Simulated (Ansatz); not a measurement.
LiI (rock salt)

```xyz
2
Lattice="0.0000 3.0095 3.0095 3.0095 0.0000 3.0095 3.0095 3.0095 0.0000" Properties=species:S:1:pos:R:3 pbc="T T T"
I      0.0000     0.0000     0.0000
Li     3.0095     3.0095     3.0095
```

This relaxed cell (volume V₀) is scaled evenly in all directions, its shape held. Symmetry pins the atoms to their sites.

The numbers are results of PBE (plane waves to 420 eV, PAW, scalar-relativistic; Ansatz, a quantum-chemistry and plane-wave program), not measurements. k mesh 10×10×10 (Γ-centred), Fermi-Dirac smearing 0.05 eV. Compression counts positive. LiI was relaxed with its symmetry unable to fall. Spin-orbit coupling is left out, though I is heavy.

At one point of the scan the stress tensor (GPa) is:

```
  -1.28     0.00     0.00
   0.00    -1.28     0.00
   0.00     0.00    -1.28
```

Which point is it?
(A) V/V₀ = 1.107
(B) V/V₀ = 1.133
(C) V/V₀ = 1.080
(D) V/V₀ = 1.160

C, V/V₀ = 1.080

(Under strain, the slope of the energy per volume gives the stress and its curvature an elastic modulus.)
